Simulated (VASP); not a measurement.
A run of VASP 6.6.1:

File INCAR:

```
PREC = Accurate ; ENCUT = 520
EDIFF = 1E-7 ; ISMEAR = -1
SIGMA = 0.05 ; LREAL = F
LASPH = T ; NELM = 80
ALGO = Normal ; ISIF = 2
LWAVE = F ; LCHARG = F
METAGGA = R2SCAN ; LMIXTAU = T
```

The input KPOINTS:

```
Automatic mesh
0
Gamma
  9 9 9
```

Contents of POSCAR:

```
Se
1.0
    2.8105630200      0.0000000000      0.0000000000
    0.0000000000      2.8105630200      0.0000000000
    0.0000000000      0.0000000000      2.8105630200
Se
1
Direct
    0.0000000000      0.0000000000      0.0000000000
```

Potentials or basis: VASP PAW PBE potentials, release 64 (Se).

Run with:

```sh
$ cat potpaw_PBE.64/Se/POTCAR > POTCAR
$ mpirun -np 1 vasp_std > vasp.out
```

Hardware: 1 thread of Intel(R) Xeon(R) Platinum 8488C (Sapphire Rapids), with other jobs on the host.

Q: Estimate the wall time of this run.

A: Wall time 18 s on 1 thread of Intel(R) Xeon(R) Platinum 8488C (Sapphire Rapids), on a shared host, peak memory 0.13 GiB. Counts: scf iterations 16, k points 35.
